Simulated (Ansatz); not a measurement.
# AlRu: the cost of one run

Computed with Ansatz 0.2.0 (DFT PBE, scalar-relativistic, plane waves, PAW, unless a step's input says otherwise).

## (1) The system as given

Symmetry: Pm-3m, No. 221, cubic system. The conventional cell has a = 2.992 Å, b = 2.992 Å, c = 2.992 Å, α = 90.00°, β = 90.00°, γ = 90.00°. Al (site symmetry m-3m) is surrounded by 8 Ru at 2.59 Å. Around Ru (site symmetry m-3m) lie 8 Al at 2.59 Å.

As a file:

```
Al Ru
1.0
     5.98320    0.00000    0.00000
     0.00000   -5.98320    0.00000
     0.00000    0.00000   -5.98320
Al Ru
8 8
Direct
  0.00000 0.50000 0.50000
  0.00000 0.50000 0.00000
  0.00000 0.00000 0.50000
  0.00000 0.00000 0.00000
  0.50000 0.50000 0.50000
  0.50000 0.50000 0.00000
  0.50000 0.00000 0.50000
  0.50000 0.00000 0.00000
  0.25000 0.25000 0.25000
  0.25000 0.25000 0.75000
  0.25000 0.75000 0.25000
  0.25000 0.75000 0.75000
  0.75000 0.25000 0.25000
  0.75000 0.25000 0.75000
  0.75000 0.75000 0.25000
  0.75000 0.75000 0.75000
```

No relaxation comes first: the listed cell is the starting point.

## (2) Reference: the perfect supercell

Contents of input.yaml:

```yaml
crystal:
  lattice:
    - [5.9832, 0.0, 0.0]
    - [0.0, -5.9832, 0.0]
    - [0.0, 0.0, -5.9832]
  atoms:
    - { symbol: Al, position: [0.0, 0.5, 0.5] }
    - { symbol: Al, position: [0.0, 0.5, 0.0] }
    - { symbol: Al, position: [0.0, 0.0, 0.5] }
    - { symbol: Al, position: [0.0, 0.0, 0.0] }
    - { symbol: Al, position: [0.5, 0.5, 0.5] }
    - { symbol: Al, position: [0.5, 0.5, 0.0] }
    - { symbol: Al, position: [0.5, 0.0, 0.5] }
    - { symbol: Al, position: [0.5, 0.0, 0.0] }
    - { symbol: Ru, position: [0.25, 0.25, 0.25] }
    - { symbol: Ru, position: [0.25, 0.25, 0.75] }
    - { symbol: Ru, position: [0.25, 0.75, 0.25] }
    - { symbol: Ru, position: [0.25, 0.75, 0.75] }
    - { symbol: Ru, position: [0.75, 0.25, 0.25] }
    - { symbol: Ru, position: [0.75, 0.25, 0.75] }
    - { symbol: Ru, position: [0.75, 0.75, 0.25] }
    - { symbol: Ru, position: [0.75, 0.75, 0.75] }
  symmetry: { detect: false }
basis:
  ecutwfc: 420
kpoints:
  mp_grid: { grid: [2, 2, 2], shift: [0.5, 0.5, 0.5] }
hamiltonian:
  xc: pbe
scf:
  occupations: { method: gaussian, width: 0.1 }
output:
  forces: true
  stress: true
  eigenvalues: true
```

The run is started by

```bash
> ansatz run input.yaml --threads 4 --pin off --max-ram 5120MiB --backend cpu --events-out ev --progress --plain --runs-dir out
```

**Question.** How long does this run take on 4 threads of Arm Neoverse V2, shared host, and how much memory does it need?

About 1.9 s, with a peak of 0.6 GiB.
